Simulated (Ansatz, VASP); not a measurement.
# PtSe2 (spin) in VASP and in Ansatz

```
Pt Se
1.0
     3.77173    0.00000    0.00000
    -1.88587    3.26641    0.00000
     0.00000    0.00000    4.82069
Pt Se
1 2
Cartesian
  0.0000 0.0000 0.0000
  0.0000 2.1776 1.2801
  1.8859 1.0888 3.5406
```

Alike in both runs: functional PBE; dispersion D3(BJ); k mesh 15 × 15 × 10; occupations gaussian, width 0.1 eV; no spin polarisation.

Ansatz relaxed the structure, and its values are those at the end. VASP's run is a single point on that final structure, the one shown.

```csv
,VASP,Ansatz
version,VASP 6.6.1,Ansatz 0.2.0
potentials or method,"VASP PAW PBE potentials, release 64 (Pt, Se)","scalar-relativistic, plane waves, PAW"
plane-wave cutoff (eV),520,420
valence electrons in the cell,22,50
```

```tsv
	VASP	Ansatz	Ansatz less VASP
gap on the k mesh at the Fermi level (eV)	none	none	-
pressure (GPa)	0.0	0.0	+0.03
rms of the force components (eV/Å)	0.003	0.000	-0.0030
```

A gap of «none» marks a metal or a gap that the smearing closes. The two sets of potentials don't hold the same shells in valence.

Caveats: pairwise dispersion overbinds metals, which lowers pressure and volume. The runs have no spin-orbit coupling, so splittings on Pt are missing.
